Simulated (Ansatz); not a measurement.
A: TaN (rock salt), a = 4.376 Å, b = 4.376 Å, c = 4.376 Å, α = 90.00°, β = 90.00°, γ = 90.00°
B: AlSb (zinc blende), a = 6.1570 Å, b = 6.1570 Å, c = 6.1570 Å, α = 90.00°, β = 90.00°, γ = 90.00°
C: YN (rock salt), a = b = c = 4.8562 Å, α = β = γ = 90.00°
D: GaP (zinc blende), a = b = c = 5.4384 Å, α = β = γ = 90.00°

Scan: energy over volume and axial ratio (atoms clamped). One method and one kind of scan serve all of them; meshes and ranges differ. All were relaxed with their symmetry unable to fall. Spin-orbit coupling is left out. TaN is run without spin polarisation. This is a high-temperature form of TaN. YN is run without spin polarisation.

Problem. Put the candidates in order of shear modulus C′ = (C11 − C12)/2 (fitted), highest first, for PBEsol (plane waves to 420 eV, PAW, scalar-relativistic; Ansatz, a quantum-chemistry and plane-wave program).

Solution. A (318 GPa), C (132 GPa), D (37 GPa), B (20 GPa)

(Under strain, the slope of the energy per volume gives the stress and its curvature an elastic modulus.)
